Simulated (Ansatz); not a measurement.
Relaxed (111) slab cut from CdF2 (space group Fm-3m (No. 225)); the slab's formula is Cd3F8, its outer planes F (top) and F (bottom):

```
CELL_PARAMETERS angstrom
3.80723 0.00000 0.00000
-1.90361 3.29716 0.00000
0.00000 0.00000 25.88006
ATOMIC_POSITIONS crystal
F 0.66667 0.33333 0.29993
F 0.00000 0.00000 0.35989
Cd 0.66667 0.33333 0.37962
F 0.33333 0.66667 0.41313
F 0.66667 0.33333 0.46899
Cd 0.33333 0.66667 0.50000
F 0.00000 0.00000 0.53101
F 0.33333 0.66667 0.58687
Cd 0.00000 0.00000 0.62038
F 0.66667 0.33333 0.64012
F 0.00000 0.00000 0.70007
```

Level of theory: DFT PBEsol, scalar-relativistic, plane waves, PAW in Ansatz. Cutoff 420 eV; k points 9×9×1 on the computed 11-atom cell (Γ-centred); Gaussian smearing, width 0.05 eV; no spin polarisation. A dipole correction removes the field between periodic images along c.

The potential is the smooth part; its values at the atoms depend on the PAW datasets.

(1) How does the plane-averaged electrostatic potential energy of an electron run along c, counted from the Fermi level?

Spin polarisation was left out, and a magnetic state may lie lower.

Answers

(1) (z (Å), V (eV)): (2.88, 10.68), (3.16, 10.68), (3.45, 10.68), (3.74, 10.68), (4.03, 10.68), (4.31, 10.68), (4.60, 10.68), (4.89, 10.68), (5.18, 10.68), (5.46, 10.68), (5.75, 10.67), (6.04, 10.67), (6.33, 10.64), (6.61, 10.56), (6.90, 10.33), (7.19, 8.99), (7.48, 6.28), (7.76, 4.99), (8.05, 5.49), (8.34, 7.19), (8.63, 6.66), (8.91, 2.03), (9.20, -2.85), (9.49, -4.88), (9.78, -3.87), (10.06, -1.96), (10.35, -2.53), (10.64, -1.33), (10.93, 1.58), (11.21, 4.78), (11.50, 5.73), (11.79, 2.47), (12.08, -1.09), (12.36, -3.21), (12.65, -2.84), (12.94, -2.12), (13.23, -2.84), (13.52, -3.21), (13.80, -1.09), (14.09, 2.47), (14.38, 5.73), (14.67, 4.78), (14.95, 1.58), (15.24, -1.33), (15.53, -2.53), (15.82, -1.96), (16.10, -3.87), (16.39, -4.88), (16.68, -2.85), (16.97, 2.03), (17.25, 6.66), (17.54, 7.19), (17.83, 5.49), (18.12, 4.99), (18.40, 6.28), (18.69, 8.99), (18.98, 10.33), (19.27, 10.57), (19.55, 10.64), (19.84, 10.67), (20.13, 10.67), (20.42, 10.68), (20.70, 10.68), (20.99, 10.68), (21.28, 10.68), (21.57, 10.68), (21.85, 10.68), (22.14, 10.68), (22.43, 10.68), (22.72, 10.68), (23.00, 10.68)

The vacuum level lies 10.68 eV above the Fermi level.